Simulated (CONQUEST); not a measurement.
Al:

```xyz
2
Lattice="2.8635 0.0000 0.0000 0.0000 2.8635 0.0000 0.0000 0.0000 4.0496" Properties=species:S:1:pos:R:3 pbc="T T T"
Al    0.0000    0.0000    0.0000
Al    1.4318    1.4318    2.0248
```

- Program: CONQUEST 1.3
- Task: single point
- Functional: PBE
- Potentials or basis: PseudoDojo NC PBE, DZP, grid cutoff 120 Ha
- k mesh: 9 × 9 × 7
- Occupations: fermi-dirac, width 0.05 eV
- Spin: no spin polarisation

On this cell: pressure 0.2 GPa; largest force zero by symmetry; band gap on the k mesh none (metal or under the smearing width).

The same run follows on a disturbed copy (atoms of the box moved at random, drawn with an rms of 0.05 Å):

```
Al
1.0
     2.86351    0.00000    0.00000
     0.00000    2.86351    0.00000
     0.00000    0.00000    4.04961
Al
2
Cartesian
  0.0475 0.0078 -0.0277
  1.4484 1.4638 2.0276
```

What does the disturbed cell give?

The energy (extrapolated to zero smearing) moves by +1.8 meV/atom; pressure 0.3 GPa; largest force 0.173 eV/Å; band gap on the k mesh none (metal or under the smearing width).

Forces on the atoms (eV/Å):
```
Al  -0.056  0.045  0.157
Al   0.058 -0.043 -0.155
```

Caveats: the box holds several primitive cells, so bands are folded and the points are those of the box's own zone; the basis of atomic orbitals isn't converged, which shifts pressures, moduli and gaps; the real-space grid breaks the cell's symmetry a little (some runs).
